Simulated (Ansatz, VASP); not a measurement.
Si: VASP beside Ansatz

```xyz
2
Lattice="0.0000 2.7017 2.7017 2.7017 0.0000 2.7017 2.7017 2.7017 0.0000" Properties=species:S:1:pos:R:3 pbc="T T T"
Si    2.7017    2.7017    2.7017
Si    4.0525    4.0525    4.0525
```

Alike in both runs: task single point; functional LDA; k mesh 10 × 10 × 10; occupations methfessel-paxton of order 1, width 0.3 eV; no spin polarisation.

```csv
,VASP,Ansatz
version,VASP 6.6.1,Ansatz 0.2.0
potentials or method,"VASP PAW LDA potentials, release 64 (Si)","plane waves (420 eV) with PAW, scalar-relativistic"
plane-wave cutoff (eV),520,420
valence electrons in the cell,8,8
```

Ansatz gave:

- pressure (GPa): -0.1

Problem. Which values does VASP return?

Solution. Pressure (GPa): 0.0.

Ansatz warned: «pseudo_functional_mismatch».
